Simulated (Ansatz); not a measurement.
GaP:

```xyz
2
Lattice="0.0000 2.7252 2.7252 2.7252 0.0000 2.7252 2.7252 2.7252 0.0000" Properties=species:S:1:pos:R:3 pbc="T T T"
Ga    0.0000    0.0000    0.0000
P     4.0879    4.0879    4.0879
```

Base run:

* Program: Ansatz 0.2.0
* Functional: PBEsol
* Potentials or basis: all-electron PAW datasets made for the crystal
* Cutoff: 270 eV
* Density cutoff: 1080 eV
* k mesh: 8 × 8 × 8
* Occupations: fixed
* Spin: no spin polarisation

Its results: band gap on the k mesh 1.52 eV, indirect (least direct gap 1.75 eV); electronic dielectric tensor (diagonal) 10.35.

Task: The run is repeated on the same cell with these changes: functional from PBEsol to PBE. What comes out?

Result: Band gap on the k mesh 1.64 eV, indirect (least direct gap 1.83 eV); electronic dielectric tensor (diagonal) 10.08.

Caveats: the program warned that the printed levels may be off, so bands, gaps and densities of states are rough.

A k mesh can miss the band edges.

Not every run made on this cell is shown here.
